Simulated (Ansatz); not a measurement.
**Be under changes of volume**

One of the cells (8.105 Å³/atom); the others are scaled copies at fixed shape and fractional positions:

```
CELL_PARAMETERS angstrom
2.28530 0.00000 0.00000
-1.14265 1.97913 0.00000
0.00000 0.00000 3.58420
ATOMIC_POSITIONS crystal
Be 0.66667 0.33333 0.75000
Be 0.33333 0.66667 0.25000
```

* Program: Ansatz 0.2.0
* Functional: PBE
* Potentials or basis: Ansatz PAW
* Cutoff: 420 eV (not typed: the program's choice for these potentials)
* k mesh: 13 × 13 × 8
* Occupations: fermi-dirac, width 0.05 eV
* Spin: no spin polarisation

```tsv
volume (Å³/atom)	energy over the lowest point (meV/atom)	pressure (GPa)
7.619	?	?
7.781	0.85	2.2
7.943	0.00	-0.4
8.105	1.67	-2.8
8.268	5.64	-5.0
8.430	11.73	-7.0
8.592	19.74	-8.8
```

What does the run at 7.619 Å³/atom give?

Energy over the lowest point 4.44 meV/atom; pressure 5.0 GPa.

Worked out: A Birch-Murnaghan fit of order 3 (a polynomial in V^(-2/3)) to the other rows has its minimum at 7.91 Å³/atom with B0 = V·E''(V) = 123 GPa and B' = 3.2 at fixed shape and positions, which overstates the stiffness. It gives 4.42 meV/atom at 7.619 Å³/atom, against the run's 4.44, and -dE/dV = 5.0 GPa, against 5.0.

Energies are extrapolated to zero smearing.
